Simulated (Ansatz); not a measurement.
# Li: the cost of one run

Computed with Ansatz 0.2.0 (DFT PBE, scalar-relativistic, plane waves, PAW, unless a step's input says otherwise).

## Step 1: The system as given

Symmetry: R-3m, No. 166, trigonal system. Conventional cell: a = 3.101 Å, b = 3.101 Å, c = 22.765 Å, α = 90.00°, β = 90.00°, γ = 120.00°. Li (site symmetry -3m) is surrounded by 12 Li at 3.10 Å. Around Li (site symmetry 3m) lie 12 Li at 3.09 to 3.10 Å.

As a file:

```
CELL_PARAMETERS angstrom
-1.55050 2.68554 0.00000
-3.10100 0.00000 0.00000
-1.55050 0.89518 7.58830
ATOMIC_POSITIONS crystal
Li 0.00000 0.00000 0.00000
Li 0.77800 0.77800 0.66600
Li 0.22200 0.22200 0.33400
```

The structure comes from the Crystallography Open Database.

## Step 2: Ground state at the listed geometry

Input file input.yaml:

```yaml
crystal:
  lattice:
    - [-1.5505, 2.6855447772, 0.0]
    - [-3.101, 0.0, 0.0]
    - [-1.5505, 0.8951815924, 7.5883]
  atoms:
    - { symbol: Li, position: [0.0, 0.0, 0.0] }
    - { symbol: Li, position: [0.778, 0.778, 0.666] }
    - { symbol: Li, position: [0.222, 0.222, 0.334] }
basis:
  ecutwfc: 420
  fft_grid_basis: typed
kpoints:
  mp_grid: { grid: [12, 12, 12] }
hamiltonian:
  xc: pbe
  pseudopotentials: { kind: paw }
scf:
  occupations: { method: gaussian, width: 0.05 }
output:
  forces: true
  stress: true
  eigenvalues: true
  bader: true
  write_density: true
  volumetric_format: npy
  elf: true
```

The run is started by

```
$ ansatz run input.yaml --threads 1 --pin off --max-ram 2560MiB --backend cpu --events-out ev --progress --plain --runs-dir out
```

**Question.** How long does this run take on 1 thread of Arm Neoverse N1, shared host, and how much memory does it need?

About 1.9 min, with a peak of 0.37 GiB.
